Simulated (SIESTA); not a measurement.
## Cu under changes of volume

One of the cells (11.994 Å³/atom); the others are scaled copies at fixed shape and fractional positions:

```xyz
2
Lattice="1.2185 -3.9764 0.0000 1.2185 3.9764 0.0000 0.0000 0.0000 2.4755" Properties=species:S:1:pos:R:3 pbc="T T T"
Cu    1.2185   -2.9118    1.8566
Cu    1.2185    2.9118    0.6189
```

This isn't the form of Cu at room conditions, which is fcc.

- Program: SIESTA 5.4.2
- Functional: LDA
- Potentials or basis: PseudoDojo 0.4 standard (LDA files)
- Basis: DZP (energy shift 0.003 Ry; two zetas on semicore shells)
- Grid cutoff: 800 Ry
- Energy shift: 0.003 Ry
- k mesh: 11 × 11 × 11
- Occupations: fermi-dirac, width 0.05 eV
- Spin: no spin polarisation

```tsv
volume (Å³/atom)	energy over the lowest point (meV/atom)	pressure (GPa)	largest force (eV/Å)
11.274	0.21	2.1	0.043
11.514	0.00	-1.7	0.006
11.754	5.24	-5.2	0.026
11.994	15.36	-8.2	0.052
12.234	?	?	?
12.474	47.52	-13.1	0.100
12.714	68.74	-15.2	0.122
```

Q: What does the run at 12.234 Å³/atom give?

A: Energy over the lowest point 29.60 meV/atom; pressure -10.7 GPa; largest force 0.077 eV/Å.

Worked out: A Birch-Murnaghan fit of order 3 (a polynomial in V^(-2/3)) to the other rows has its minimum at 11.40 Å³/atom with B0 = V·E''(V) = 184 GPa and B' = 5.2 at fixed shape and positions, which overstates the stiffness. It gives 29.59 meV/atom at 12.234 Å³/atom, against the run's 29.60, and -dE/dV = -10.8 GPa, against -10.7.

Energies are extrapolated to zero smearing.

Caveats: short orbitals over semicore shells can move pressures by several GPa; the basis of atomic orbitals isn't converged, which shifts pressures, moduli and gaps.
